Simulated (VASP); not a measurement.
# AlNi in VASP: single point with LDA

Aim: the single point of AlNi with LDA.

Program: VASP 6.6.1. These are calculated values, not measurements. Logs are shortened: lines on timing, memory, paths and dates and some standing lists are left out, and cuts for length are marked.

**1. The cell of the first run**

The cell holds a slab with vacuum, 16 atoms: a = 5.665 Å, b = 4.006 Å, c = 23.009 Å, α = 90.00°, β = 90.00°, γ = 90.00°.

**2. Single point, LDA (clean slab, lower half held)**

Input file INCAR:

```
PREC     = Accurate       # precision mode
ENCUT    = 520            # plane-wave cutoff, eV
EDIFF    = 1E-6           # SCF threshold, eV
ISMEAR   = 0              # smearing method
SIGMA    = 0.1            # smearing width, eV
LREAL    = Auto         
LASPH    = True           # aspherical terms in the spheres
NELM     = 100            # most SCF steps
ALGO     = Fast           # electronic algorithm
ISIF     = 2              # what is computed and relaxed
LWAVE    = False          # write WAVECAR
LCHARG   = True           # write CHGCAR
LDIPOL   = True         
IDIPOL   = 3            
DIPOL    = 0.5 0.5 0.499
LELF     = True           # ELF
LVHAR    = True         
LVACPOTAV= True         
NBANDS   = 66             # bands
```

Input file KPOINTS:

```
regular mesh
0
Gamma
  5 7 1
```

Input file POSCAR:

```
AlNi
1.0
    5.6652330149      0.0000000000      0.0000000000
    0.0000000000      4.0059246819      0.0000000000
    0.0000000000      0.0000000000     23.0088870228
Al Ni
8 8
Direct
    0.0000000000      0.5000000000      0.3694224754
    0.5000000000      0.5000000000      0.3694224754
    0.0000000000      0.0000000000      0.4564741585
    0.5000000000      0.0000000000      0.4564741585
    0.0000000000      0.5000000000      0.5432484161
    0.5000000000      0.5000000000      0.5432484161
    0.0000000000      0.0000000000      0.6335591997
    0.5000000000      0.0000000000      0.6335591997
    0.2500000000      0.0000000000      0.3694224754
    0.7500000000      0.0000000000      0.3694224754
    0.2500000000      0.5000000000      0.4564741585
    0.7500000000      0.5000000000      0.4564741585
    0.2500000000      0.0000000000      0.5422402728
    0.7500000000      0.0000000000      0.5422402728
    0.2500000000      0.5000000000      0.6249228551
    0.7500000000      0.5000000000      0.6249228551
```

Potentials or basis: VASP PAW LDA potentials, release 64 (Al, Ni).

The run is started by

```bash
> cat potpaw_LDA.64/Al/POTCAR potpaw_LDA.64/Ni/POTCAR > POTCAR
> mpirun -np 1 vasp_std > vasp.out
```

OUTCAR:

```text
PREC = Accurate
   ENCUT = 520
   EDIFF = 1E-6
   ISMEAR = 0
   LREAL = Auto
   LASPH = True
   NELM = 100
   ISIF = 2

 ion  position               nearest neighbor table
   1  0.000  0.500  0.369-   9 2.45  10 2.45   9 2.45  10 2.45  11 2.45  12 2.45   2 2.83   2 2.83
                             3 2.83   3 2.83
   2  0.500  0.500  0.369-   9 2.45  10 2.45   9 2.45  10 2.45  11 2.45  12 2.45   1 2.83   1 2.83
                             4 2.83   4 2.83
   3  0.000  0.000  0.456-  13 2.43  14 2.43  11 2.45  12 2.45  11 2.45  12 2.45   9 2.45  10 2.45
                             5 2.83   5 2.83   4 2.83   4 2.83   1 2.83   1 2.83
   4  0.500  0.000  0.456-  13 2.43  14 2.43  11 2.45  12 2.45  11 2.45  12 2.45   9 2.45  10 2.45
                             6 2.83   6 2.83   3 2.83   3 2.83   2 2.83   2 2.83
   5  0.000  0.500  0.543-  15 2.35  16 2.35  11 2.45  12 2.45  13 2.45  14 2.45  13 2.45  14 2.45
                             3 2.83   3 2.83   6 2.83   6 2.83   7 2.89   7 2.89
   6  0.500  0.500  0.543-  15 2.35  16 2.35  11 2.45  12 2.45  13 2.45  14 2.45  13 2.45  14 2.45
                             4 2.83   4 2.83   5 2.83   5 2.83   8 2.89   8 2.89
   7  0.000  0.000  0.634-  15 2.46  16 2.46  15 2.46  16 2.46  13 2.53  14 2.53   8 2.83   8 2.83
                             5 2.89   5 2.89
   8  0.500  0.000  0.634-  15 2.46  16 2.46  15 2.46  16 2.46  13 2.53  14 2.53   7 2.83   7 2.83
                             6 2.89   6 2.89
   9  0.250  0.000  0.369-   1 2.45   2 2.45   1 2.45   2 2.45   3 2.45   4 2.45  10 2.83  10 2.83
                            11 2.83  11 2.83
  10  0.750  0.000  0.369-   1 2.45   2 2.45   1 2.45   2 2.45   3 2.45   4 2.45   9 2.83   9 2.83
                            12 2.83  12 2.83
  11  0.250  0.500  0.456-   5 2.45   6 2.45   3 2.45   4 2.45   3 2.45   4 2.45   1 2.45   2 2.45
                            13 2.81  13 2.81  12 2.83  12 2.83   9 2.83   9 2.83
[... 16 lines left out ...]
  Lattice vectors:

 A1 = (   0.0000000000,  -4.0059246819,   0.0000000000)
 A2 = (   5.6652330149,   0.0000000000,   0.0000000000)
 A3 = (   0.0000000000,   0.0000000000,  23.0088870228)

Analysis of symmetry for initial positions (statically):
=====================================================================
 Subroutine PRICEL returns following result:

  LATTYP: Found a simple orthorhombic cell.
 ALAT       =     2.8326165075
 B/A-ratio  =     1.4142135624
 C/A-ratio  =     8.1228387119

  Lattice vectors:

 A1 = (   2.8326165075,   0.0000000000,   0.0000000000)
 A2 = (   0.0000000000,   4.0059246819,   0.0000000000)
 A3 = (   0.0000000000,   0.0000000000,  23.0088870228)

   2 primitive cells build up your supercell.

 Routine SETGRP: Setting up the symmetry group for a
 simple orthorhombic supercell.

 Subroutine GETGRP returns: Found  4 space group operations
 (whereof  4 operations were pure point group operations)
 out of a pool of  8 trial point group operations.

The static configuration has the point symmetry C_2v.

Analysis of symmetry for dynamics (positions and initial velocities):
=====================================================================
 Subroutine PRICEL returns following result:

  LATTYP: Found a simple orthorhombic cell.
 ALAT       =     2.8326165075
 B/A-ratio  =     1.4142135624
 C/A-ratio  =     8.1228387119

  Lattice vectors:

 A1 = (   2.8326165075,   0.0000000000,   0.0000000000)
 A2 = (   0.0000000000,   4.0059246819,   0.0000000000)
 A3 = (   0.0000000000,   0.0000000000,  23.0088870228)

   2 primitive cells build up your supercell.

 Routine SETGRP: Setting up the symmetry group for a
 simple orthorhombic supercell.

 Subroutine GETGRP returns: Found  4 space group operations
 (whereof  4 operations were pure point group operations)
 out of a pool of  8 trial point group operations.

The dynamic configuration has the point symmetry C_2v.

 Subroutine INISYM returns: Found  4 space group operations
 (whereof  4 operations are pure point group operations),
 and found     2 'primitive' translations

----------------------------------------------------------------------------------------

                                     Primitive cell

  volume of cell :     261.0876

  direct lattice vectors                    reciprocal lattice vectors
     2.832616507  0.000000000  0.000000000     0.353030492  0.000000000  0.000000000
     0.000000000  4.005924682  0.000000000     0.000000000  0.249630255  0.000000000
     0.000000000  0.000000000 23.008887023     0.000000000  0.000000000  0.043461468

  length of vectors
     2.832616507  4.005924682 23.008887023     0.353030492  0.249630255  0.043461468

  position of ions in fractional coordinates (direct lattice)
     0.000000000  0.500000000  0.369422475
     0.000000000  0.000000000  0.456474159
     0.000000000  0.500000000  0.543248416
     0.000000000  0.000000000  0.633559200
     0.500000000  0.000000000  0.369422475
     0.500000000  0.500000000  0.456474159
     0.500000000  0.000000000  0.542240273
     0.500000000  0.500000000  0.624922855

  ion indices of the primitive-cell ions
   primitive index   ion index
                 1           1
                 2           3
                 3           5
                 4           7
                 5           9
                 6          11
                 7          13
                 8          15

----------------------------------------------------------------------------------------

 KPOINTS: regular mesh

Automatic generation of k-mesh.
 Grid dimensions read from file:
 generate k-points for:    5    7    1

 Generating k-lattice:

  Cartesian coordinates                     Fractional coordinates (reciprocal lattice)
     0.035303049  0.000000000  0.000000000     0.200000000  0.000000000  0.000000000
     0.000000000  0.035661465  0.000000000     0.000000000  0.142857143  0.000000000
     0.000000000  0.000000000  0.043461468     0.000000000  0.000000000  1.000000000

  Length of vectors
     0.035303049  0.035661465  0.043461468

  Shift w.r.t. Gamma in fractional coordinates (k-lattice)
     0.000000000  0.000000000  0.000000000

 Subroutine IBZKPT returns following result:
 ===========================================

 Found     12 irreducible k-points:

 Following reciprocal coordinates:
            Coordinates               Weight
  0.000000  0.000000  0.000000      1.000000
  0.200000  0.000000  0.000000      2.000000
  0.400000  0.000000  0.000000      2.000000
  0.000000  0.142857  0.000000      2.000000
  0.200000  0.142857  0.000000      4.000000
  0.400000  0.142857  0.000000      4.000000
  0.000000  0.285714  0.000000      2.000000
  0.200000  0.285714  0.000000      4.000000
  0.400000  0.285714  0.000000      4.000000
  0.000000  0.428571  0.000000      2.000000
  0.200000  0.428571  0.000000      4.000000
  0.400000  0.428571  0.000000      4.000000
   k-points           NKPTS =     12   k-points in BZ     NKDIM =     12   number of bands    NBANDS=     66
   number of dos      NEDOS =    301   number of ions     NIONS =     16
   total plane-waves  NPLWV = 226800
   dimension x,y,z NGX =    42 NGY =   30 NGZ =  180
   dimension x,y,z NGXF=    84 NGYF=   60 NGZF=  360
   ions per type =               8   8
   NGX,Y,Z   is equivalent  to a cutoff of  12.32, 12.45, 13.01 a.u.
   NGXF,Y,Z  is equivalent  to a cutoff of  24.65, 24.90, 26.01 a.u.
 SYSTEM =  unknown system
   PREC   = accura    normal or accurate (medium, high low for compatibility)
   ISTART =      0    job   : 0-new  1-cont  2-samecut
   ICHARG =      2    charge: 1-file 2-atom 10-const
   ISPIN  =      1    spin polarized calculation?
   LNONCOLLINEAR =      F non collinear calculations
   LSORBIT =      F    spin-orbit coupling
   LASPH  =      T    aspherical Exc in radial PAW
   ENCUT  =  520.0 eV  38.22 Ry    6.18 a.u.  10.53  7.45 42.78*2*pi/ulx,y,z
   NELM   =    100;   NELMIN=  2; NELMDL= -5     # of ELM steps
   EDIFF  = 0.1E-05   stopping-criterion for ELM
   LREAL  =      T    real-space projection
   EDIFFG = 0.1E-04   stopping-criterion for IOM
   NSW    =      0    number of steps for IOM
   IBRION =     -1    ionic relax: 0-MD 1-quasi-New 2-CG
   NFREE  =      0    steps in history (QN), initial steepest desc. (CG)
   ISIF   =      2    stress and relaxation
   ISYM   =      2    0-nonsym 1-usesym 2-fastsym
   POTIM  = 0.5000    time-step for ionic-motion
   TEBEG  =    0.0;   TEEND  =   0.0 temperature during run
   PSTRESS=    0.0 pullay stress
   NELECT =     104.0000    total number of electrons
   NUPDOWN=      -1.0000    fix difference up-down
   EMIN   =  10.00;   EMAX   =-10.00  energy-range for DOS
   EFERMI =   0.00;   METHOD = LEGACY
   ISMEAR =     0;   SIGMA  =   0.10  broadening in eV -4-tet -1-fermi 0-gaus
   EFERMI_NEDOS =   21; number of points for ismear=-14 and -15
   IALGO  =     68    algorithm
   IMIX   =      4    mixing-type and parameters
     AMIX     =   0.40;   BMIX     =  1.00
     AMIX_MAG =   1.60;   BMIX_MAG =  1.00
  volume/ion in A,a.u.               =      32.64       220.24
  Fermi-wavevector in a.u.,A,eV,Ry     =   0.956050  1.806672 12.436152  0.914031
  Thomas-Fermi vector in A             =   2.084943
   LORBIT       =      0    0 simple, 1 ext, 2 COOP (PROOUT), +10 PAW based schemes
   GGA     = CA    functional components
   LHFCALC =     F    Hartree Fock is set to
   AEXX    =    0.0000 exact exchange contribution
   IVDW    =     0    specifies the selected vdW correction
   LEPSILON=     F    determine dielectric tensor
   LRPA    =     F    only Hartree local field effects (RPA)
 non-spin polarized calculation
 RMM-DIIS sequential band-by-band and
 Gauss-broadening in eV      SIGMA  =   0.10
  energy-cutoff  :      520.00
  volume of cell :      522.18
 maximum number of plane-waves:     14135
 NGX is ok and might be reduce to    42
   NGX = 21   NGY = 15   NGZ = 85

 dipolmoment           0.000000      0.000000      0.010761 electrons x Angstroem

 number of electron     103.9999957 magnetization

 dipolmoment           0.000000      0.000000     -0.022435 electrons x Angstroem

 Free energy of the ion-electron system (eV)
  ---------------------------------------------------
  ext. energy  EPLUGINS =         0.00000000
  ---------------------------------------------------
  free energy    TOTEN  =       -92.06052930 eV

  energy without entropy =      -91.99495657  energy(sigma->0) =      -92.02774293

 E-fermi :   0.3880     XC(G=0):  -5.2881

 val. band max:        0.3741484577   @ k =   0.0000   0.2857   0.0000
 cond. band min:       0.3964646184   @ k =   0.0000   0.0000   0.0000
 fundamental gap:      0.0223161607
 Fermi energy:         0.3879812426

 k-point     1 :       0.0000    0.0000    0.0000
  band No.  band energies     occupation
      1     -10.5244      2.00000
      2      -9.0134      2.00000
      3      -7.0081      2.00000
      4      -6.2945      2.00000
      5      -6.1442      2.00000
      6      -5.3164      2.00000
[... 793 lines left out ...]
     63       4.3376      0.00000
     64       4.4794      0.00000
 [bands above 64 left out]

------------------------ aborting loop because EDIFF is reached ----------------------------------------

  FORCE on cell =-STRESS in cart. coord.  units (eV):
  Direction    XX          YY          ZZ          XY          YZ          ZX
  --------------------------------------------------------------------------------------
  -------------------------------------------------------------------------------------
  Total       -8.7493342     -8.4532481     -0.6304266      0.0000000      0.0000000      0.0000000
  in kB      -26.8453717    -25.9368977     -1.9343228      0.0000000      0.0000000      0.0000000
  external PRESSURE =     -18.2388640 kB  Pullay stress =       0.0000000 kB

 VOLUME and BASIS-vectors are now :
 -----------------------------------------------------------------------------
  energy-cutoff  :      520.00
  volume of cell :      522.18
      direct lattice vectors                 reciprocal lattice vectors
     5.665233015  0.000000000  0.000000000     0.176515246  0.000000000  0.000000000
     0.000000000  4.005924682  0.000000000     0.000000000  0.249630255  0.000000000
     0.000000000  0.000000000 23.008887023     0.000000000  0.000000000  0.043461468

 POSITION                                       TOTAL-FORCE (eV/Angst)
 -----------------------------------------------------------------------------------
      0.00000      2.00296      8.50000        -0.000000     -0.000000     -0.573701
      2.83262      2.00296      8.50000        -0.000000      0.000000     -0.573701
      0.00000      0.00000     10.50296        -0.000000     -0.000000     -0.532718
      2.83262      0.00000     10.50296        -0.000000     -0.000000     -0.532718
      0.00000      2.00296     12.49954        -0.000000     -0.000000     -0.004667
      2.83262      2.00296     12.49954        -0.000000     -0.000000     -0.004667
[... 8 lines left out ...]
      1.41631      2.00296     14.37878        -0.000000     -0.000000      0.028706
      4.24892      2.00296     14.37878         0.000000     -0.000000      0.028706
 -----------------------------------------------------------------------------------
    total drift:                                0.000000      0.000000     -0.003243

  FREE ENERGIE OF THE ION-ELECTRON SYSTEM (eV)
  ---------------------------------------------------
  free  energy   TOTEN  =       -92.0605292993 eV

  energy  without entropy=      -91.9949565702  energy(sigma->0) =      -92.02774293

 vacuum level on the upper side and lower side of the slab         5.329         5.508
```

Wall time 6.9 min (1 thread of Intel Xeon 6975P-C (Granite Rapids), shared host); peak memory 0.52 GiB.

Results:

* Free energy: -92.0605 eV
* Largest force: 0.785 eV/Å
* Band gap on the k mesh: none (metal or under the smearing width)
* Work function of the upper face: 4.94 eV
* Work function of the lower face: 5.12 eV

Forces on the atoms (eV/Å):
```
Al   0.000  0.000 -0.574
Al   0.000  0.000 -0.574
Al   0.000  0.000 -0.533
Al   0.000  0.000 -0.533
Al   0.000  0.000 -0.005
Al   0.000  0.000 -0.005
Al   0.000  0.000  0.000
Al   0.000  0.000  0.000
Ni   0.000  0.000  0.785
Ni   0.000  0.000  0.785
Ni   0.000  0.000  0.294
Ni   0.000  0.000  0.294
Ni   0.000  0.000  0.004
Ni   0.000  0.000  0.004
Ni   0.000  0.000  0.029
Ni   0.000  0.000  0.029
```

Levels at points of the mesh, in eV from the Fermi level:
| k point | band 49 | band 50 | band 51 | band 52 | band 53 | band 54 | band 55 | band 56 |
| --- | --- | --- | --- | --- | --- | --- | --- | --- |
| (0.00, 0.00, 0.00) | -0.78 | -0.62 | -0.32 | 0.01 | 0.28 | 0.95 | 1.67 | 2.17 |

Spin polarisation is off, so any magnetic state and its effect on volume and gap are missing.
